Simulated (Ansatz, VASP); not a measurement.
## BaZrO3 in VASP and in Ansatz

```
Ba Zr O
1.0
     4.22681    0.00000    0.00000
     0.00000    4.22681    0.00000
     0.00000    0.00000    4.22681
Ba Zr O
1 1 3
Direct
  0.00000 0.00000 0.00000
  0.50000 0.50000 0.50000
  0.50000 0.00000 0.50000
  0.50000 0.50000 0.00000
  0.00000 0.50000 0.50000
```

Alike in both runs: functional PBE; k mesh 6 × 6 × 6; occupations gaussian, width 0.02 eV; no spin polarisation.

Ansatz relaxed the structure, and its values are those at the end. VASP's run is a single point on that final structure, the one shown.

```csv
,VASP,Ansatz
version,VASP 6.6.1,Ansatz 0.2.0
potentials or method,"VASP PAW PBE potentials, release 64 (Ba_sv, Zr_sv, O)","scalar-relativistic, plane waves, PAW"
plane-wave cutoff (eV),520,420
valence electrons in the cell,40,40
```

```csv
,VASP,Ansatz,Ansatz less VASP
gap on the k mesh at the Fermi level (eV),3.13,3.18,+0.047
least direct gap on the mesh (eV),3.38,3.40,+0.021
pressure (GPa),1.0,0.0,-0.94
```

Caveats: spin-orbit coupling is left out, which moves the levels of the heavy elements. A k mesh can miss the band edges.
